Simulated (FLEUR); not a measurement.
# Anisotropy of Ni (c factor at fixed volume 1.2 on the database's cell) with FLEUR, part 2 of 2

One state of Ni (c factor at fixed volume 1.2 on the database's cell) is converged without symmetry. Force theorems then give its anisotropy.

FLEUR MaX-R8.1; PBE; all-electron FLAPW, Dirac cores, scalar-relativistic bands.

So far. Step 2 (Self-consistent state): After 23 cycles the largest moment stands at 0.574 μB.

This is not the structure that Ni takes at ambient pressure and room temperature (fcc); it is a model or a phase of other conditions.

**5. Spin–orbit coupling, moments along [001]**

Level of this step: PBE; all-electron FLAPW, Dirac cores, scalar-relativistic bands with spin-orbit coupling (FLEUR).

Spin–orbit coupling ties the spins to the lattice and lets orbital moments form.

A new self-consistent run of the start ferro +, with the moments along z. The k list default-1 (kpts.xml, not shown) is a Γ-centred 28×28×28 mesh.

inp.xml

```
<?xml version="1.0" encoding="UTF-8" standalone="no"?>
<fleurInput fleurInputVersion="0.39">
   <comment>
      Ni
   </comment>
   <calculationSetup>
      <cutoffs Kmax="3.9" Gmax="11.7" GmaxXC="11.7" numbands="38"/>
      <scfLoop itmax="110" minDistance="0.00002" maxIterBroyd="15" imix="Anderson" alpha="0.05" precondParam="0.0" spinf="2.0" sdNocoIR="T"/>
      <coreElectrons ctail="T" frcor="F" kcrel="0" coretail_lmax="0"/>
      <xcFunctional name="pbe" relativisticCorrections="F"/>
      <magnetism jspins="2"/>
      <soc l_soc="T" theta="0.0" phi="0.0" spav="F"/>
      <expertModes spex="0" secvar="F"/>
      <geometryOptimization l_f="F" forcealpha="1.0" forcemix="BFGS" epsdisp="0.00001" epsforce="0.00001"/>
      <ldaU l_linMix="F" mixParam="0.05" spinf="1.0"/>
   </calculationSetup>
   <cell>
      <bzIntegration valenceElectrons="18.0" mode="hist" fermiSmearingEnergy="0.00183747">
         <kPointListSelection listName="default-1"/>
         <xi:include xmlns:xi="http://www.w3.org/2001/XInclude" href="kpts.xml"> </xi:include>
      </bzIntegration>
      <xi:include xmlns:xi="http://www.w3.org/2001/XInclude" href="sym.xml"> </xi:include>
      <bulkLattice scale="1.0">
         <bravaisMatrix>
            <row-1>    0.0000000000000000     3.0394718571372770     3.9954895192165210</row-1>
            <row-2>    3.0394718571372770     0.0000000000000000     3.9954895192165210</row-2>
            <row-3>    3.0394718571372770     3.0394718571372770     0.0000000000000000</row-3>
         </bravaisMatrix>
      </bulkLattice>
   </cell>
   <atomSpecies>
      <species name="Nickel (Ni1.000" element="Ni" atomicNumber="28">
         <mtSphere radius="2.1" gridPoints="695" logIncrement="0.018"/>
         <atomicCutoffs lmax="8" lnonsphr="6"/>
         <electronConfig flipSpins="F">
            <coreConfig>(1s1/2) (2s1/2) (2p1/2) (2p3/2)</coreConfig>
            <valenceConfig>(3s1/2) (3p1/2) (3p3/2) (4s1/2) (3d3/2) (3d5/2)</valenceConfig>
            <stateOccupation state="(3d3/2)" spinUp="1.6" spinDown="1.6"/>
            <stateOccupation state="(3d5/2)" spinUp="2.9" spinDown="1.9"/>
         </electronConfig>
         <energyParameters s="4" p="4" d="3" f="4"/>
         <lo type="SCLO" l="0" n="3" eDeriv="0"/>
         <lo type="SCLO" l="1" n="3" eDeriv="0"/>
      </species>
   </atomSpecies>
   <atomGroups>
      <atomGroup species="Nickel (Ni1.000">
         <relPos label="                   1">.0000000000 .0000000000 .0000000000</relPos>
         <force calculate="T" relaxXYZ="TTT"/>
      </atomGroup>
   </atomGroups>
   <output dos="F" band="F" slice="F">
      <bandDOS minEnergy="-.5*Htr" maxEnergy="0.5*Htr" sigma="0.015" storeEVData="T"/>
      <plotting iplot="0" polar="F">
         <plot TwoD="T" vec1="  1.0  0.0  0.0" vec2="  0.0  1.0  0.0" vec3="  0.0  0.0  1.0" zero="  0.0  0.0  0.0" file="plot"/>
      </plotting>
      <moessbauerParams electricFieldGradient="F" isomerShift="F" coreHyperfine="F" valenceHyperfine="F"/>
   </output>
</fleurInput>
```

crystal.txt

```
Ni
&input film=F cartesian=F /
0.00000000000  1.60841924000  2.11432200000
1.60841924000  0.00000000000  2.11432200000
1.60841924000  1.60841924000  0.00000000000
1.8897261246
1.0 1.0 1.0

1
28 0.00000000000  0.00000000000  0.00000000000 : 1.000

&soc 0.0000000 0.0000000 /
&kpt div1=28 div2=28 div3=28 gamma=T /
```

Started as:

```console
OMP_NUM_THREADS=1 inpgen -f crystal.txt > inpgen.log  # inp.xml is then edited as shown
OMP_NUM_THREADS=1 mpirun -n 4 fleur_MPI > fleur.log
```

The log of the run:

```text
[banner, memory and clock lines left out]
Welcome to FLEUR        (www.flapw.de)
      MaX-Release 8.1          (www.max-centre.eu)

 ========== k-point set info ==========
 Selected k-point list: default-1
 k-point list type: mesh
 0 x 0 x 0
 Number of k points: 2860

 [... set-up left out ...]
 Iteration:     1   Distance:       9.93394441 me/bohr^3
 Iteration:     2   Distance:       9.48402639 me/bohr^3
 Iteration:     3   Distance:       6.99357490 me/bohr^3
 Iteration:     4   Distance:       3.06876368 me/bohr^3
 Iteration:     5   Distance:       3.44827292 me/bohr^3
 Iteration:     6   Distance:       1.82685433 me/bohr^3
 Iteration:     7   Distance:       1.84952168 me/bohr^3
 Iteration:     8   Distance:       0.69398073 me/bohr^3
 Iteration:     9   Distance:       0.24297105 me/bohr^3
 Iteration:    10   Distance:       0.07269967 me/bohr^3
 Iteration:    11   Distance:       0.25738158 me/bohr^3
 Iteration:    12   Distance:       0.01724550 me/bohr^3
 Iteration:    13   Distance:       0.04023084 me/bohr^3
 Iteration:    14   Distance:       0.00278245 me/bohr^3
[... lines left out ...]
 Iteration:    18   Distance:       0.00235545 me/bohr^3
 Iteration:    19   Distance:       0.00092687 me/bohr^3
 Iteration:    20   Distance:       0.00046552 me/bohr^3
 Iteration:    21   Distance:       0.00055546 me/bohr^3
 Iteration:    22   Distance:       0.00014777 me/bohr^3
 Iteration:    23   Distance:       0.00002760 me/bohr^3
 Iteration:    24   Distance:       0.00000548 me/bohr^3

 ********************************************************************
 Run finished successfully
 Stop message:
   all done
 ********************************************************************

--- out.xml (last complete iteration) ---
<iteration numberForCurrentRun="   24" overallNumber="   24">
         [... left out ...]
         <bandgap value="0.0001780574" units="eV"/>
         <sumValenceSingleParticleEnergies value="-16.1904076593" units="Htr"/>
         <FermiEnergy value="0.3457627329" units="Htr"/>
         [... left out ...]
         <magneticMomentsInMTSpheres units="muBohr">
            <globalMagMoment atomType="1" vec="0.00000   0.00000   0.54589"/>
         </magneticMomentsInMTSpheres>
         <orbitalMomentsInMTSpheres units="muBohr">
            <globalMagMoment atomType="1" vec="0.00000   0.00000   0.03526"/>
         </orbitalMomentsInMTSpheres>
         [... left out ...]
         <totalEnergy value="    -1520.8200437117" units="Htr">
            <sumOfEigenvalues value="     -871.6379181682">
               <coreElectrons value="-855.4475105089"/>
               <valenceElectrons value="-16.1904076593"/>
            </sumOfEigenvalues>
         [... left out ...]
            <freeEnergy value="-1520.8206733369"/>
            <extrapolationTo0K value="-1520.8203585243"/>
         </totalEnergy>
         <densityConvergence units="me/bohr^3">
            <chargeDensity spin="1" distance="0.0000036256"/>
            <chargeDensity spin="2" distance="0.0000032893"/>
            <overallChargeDensity distance="0.0000042332"/>
            <spinDensity distance="0.0000054780"/>
         </densityConvergence>
      </iteration>
```

Run time: 9.8 min. Hardware: 4 MPI ranks of Arm Neoverse V1, shared host; peak memory 0.83 GiB; 30 min of CPU time.

Read from the output:

- free energy: -41383.6388 eV
- program's band gap on this mesh (in a metal only a level spacing): 1.78e-4 eV
- magnetization: 0.5182 μB
- final state: ferromagnetic
- largest moment: 0.5459 μB
- orbital moment along the spin: 0.03526 μB

Orbital moment in the sphere, along the spin axis by atom:

```
atom  orbital moment in the sphere, along the spin axis (μB)
 Ni1                                                  0.0353
```

**6. Results**

| Item | Value |
| --- | --- |
| reference state | ferromagnetic |
| largest sphere moment | 0.574 μB |
| easy direction of those tried | the plane normal to [001] |
| energy along [100] less [001], force theorem | -0.0740 meV a primitive cell |
| orbital moment on the atom of largest spin, along its spin (spin–orbit run) | 0.0353 μB |

What this shows: By the force theorem the moments prefer the plane normal to [001], with no direction in it resolved; shape anisotropy is not in it. The difference for the second direction goes from -0.081 meV (mesh 19×19×19, 38 states, 4 min of CPU time) to -0.074 meV (mesh 28×28×28, 38 states, 15 min). On the atom of largest spin the orbital moment is almost quenched. The state was typed, and no other order was converged beside it, so it need not be the ground state.

[Logs and program files are shortened in this print: banners, set-up blocks, solver, clock and traceback lines can be left out without a mark of their own.]

[Logs are printed without paths, hosts, clocks, repeated set-up lines and the standing remarks that a program may print on its own settings, such as how far it seeks lower states.]

[Hosts, paths, dates, database ids (printed as entryN), source tags and the programs' standing remarks are cut or masked in the printed files.]

[Where a cell is said to come from a database of computed structures, the database is the Materials Project.]
